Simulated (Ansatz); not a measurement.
Runs of Ansatz 0.2.0 on P. The structure is orthorhombic, space group Imma (No. 74). The conventional cell has a = 3.383 Å, b = 5.030 Å, c = 3.718 Å, α = 90.00°, β = 90.00°, γ = 90.00°. Around P (site symmetry mm2) lie 4 P at 2.24 to 2.55 Å. This isn't the form of P at room conditions, which is orthorhombic.

| level | cutoff (eV) | gap on the mesh (eV) | pressure (GPa) | largest force (eV/Å) |
| --- | --- | --- | --- | --- |
| r2SCAN0 | 500 | none | -0.5 | 0.23 |
| LDA | 420 | none | -1.8 | 0.20 |
| r2SCAN | 500 | none | 1.9 | 0.06 |
| PBE0 | 420 | none | -0.3 | (b) |
| PBEsol | 420 | none | -0.5 | 0.29 |
| HSE06 | 420 | none | (a) | (c) |

Alike in all rows: task projected density of states; potentials or basis Ansatz PAW; no spin polarisation; cell as given; k mesh 6 × 6 × 6; smearing fermi-dirac 0.05 eV; the mesh is coarse, so values aren't converged.

Q: Fill in the values left out.

A: (a) -0.1; (b) 0.11; (c) 0.02.

Caveats: all runs use coarse meshes; the PAW data sets come from PBE, with cores solved anew for the run's functional, which leaves a small shift of forces and pressure; the density of states is complete only up to the lowest level of the last band computed; the thresholds are loose for stress (some runs).

A gap of «none» marks a metal or a gap under the smearing width.
